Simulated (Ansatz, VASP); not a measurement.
# InAs2 in VASP and in Ansatz

The input INCAR:

```
SYSTEM = InAs2
ALGO = Normal
EDIFF = 1E-6
ENCUT = 520
GGA = PE
ISIF = 2
ISMEAR = 0
LASPH = .TRUE.
LCHARG = .FALSE.
LREAL = .FALSE.
LWAVE = .FALSE.
NBANDS = 18
NELM = 100
PREC = Accurate
SIGMA = 0.1
```

File KPOINTS:

```
k-points
0
G
  6 6 4
  0 0 0
```

The input POSCAR:

```
InAs2
1.0
    3.7388410000      0.0000000000      0.0000000000
   -1.8694205000      3.2379312900      0.0000000000
    0.0000000000      0.0000000000      5.9998927300
In As
1 2
Direct
    0.0000000000      0.0000000000      0.5000000000
    0.3333333300      0.6666666700      0.2521245200
    0.6666666700      0.3333333300      0.7478754800
```

Input for Ansatz:

```yaml
crystal:
  lattice:
    - [3.738841, 0.0, 0.0]
    - [-1.8694205, 3.23793129, 0.0]
    - [0.0, 0.0, 5.99989273]
  atoms:
    - { symbol: In, position: [0.0, 0.0, 0.5] }
    - { symbol: As, position: [0.33333333, 0.66666667, 0.25212452] }
    - { symbol: As, position: [0.66666667, 0.33333333, 0.74787548] }
basis:
  ecutwfc: 420
kpoints:
  mp_grid: { grid: [6, 6, 4] }
hamiltonian:
  xc: pbe
scf:
  occupations: { method: gaussian, width: 0.1 }
  lower_state_search: "off"
output:
  forces: true
  stress: true
  eigenvalues: true
```

Change from the starting cell: species swapped into the CrTe2 type (P-3m1, No. 164).

Alike in both runs: task single point; functional PBE; k mesh 6 × 6 × 4; occupations gaussian, width 0.1 eV; no spin polarisation.

|  | VASP | Ansatz |
| --- | --- | --- |
| version | VASP 6.6.1 | Ansatz 0.2.0 |
| potentials or method | VASP PAW PBE potentials, release 64 (In_d, As) | scalar-relativistic, plane waves, PAW |
| plane-wave cutoff (eV) | 520 | 420 |
| valence electrons in the cell | 23 | 43 |

|  | VASP | Ansatz | Ansatz less VASP |
| --- | --- | --- | --- |
| gap on the k mesh at the Fermi level (eV) | none | none | - |
| pressure (GPa) | 9.2 | 9.1 | -0.11 |
| largest component of the traceless stress (GPa) | 5.91 | 5.88 | -0.024 |
| rms of the force components (eV/Å) | 0.724 | 0.715 | -0.0087 |

Atom by atom the forces differ by 0.009 eV/Å (rms over components). A gap of «none» marks a metal or a gap that the smearing closes. With one functional, cell and mesh, what is left measures potentials, basis and numerics. The two sets of potentials don't hold the same shells in valence.

Caveats: this functional lacks dispersion, which binds the layers, so the pressure and a relaxed spacing across them are unreliable; forces of over 1 eV/Å show positions far from the minimum, so gaps and moduli don't describe the material at rest.
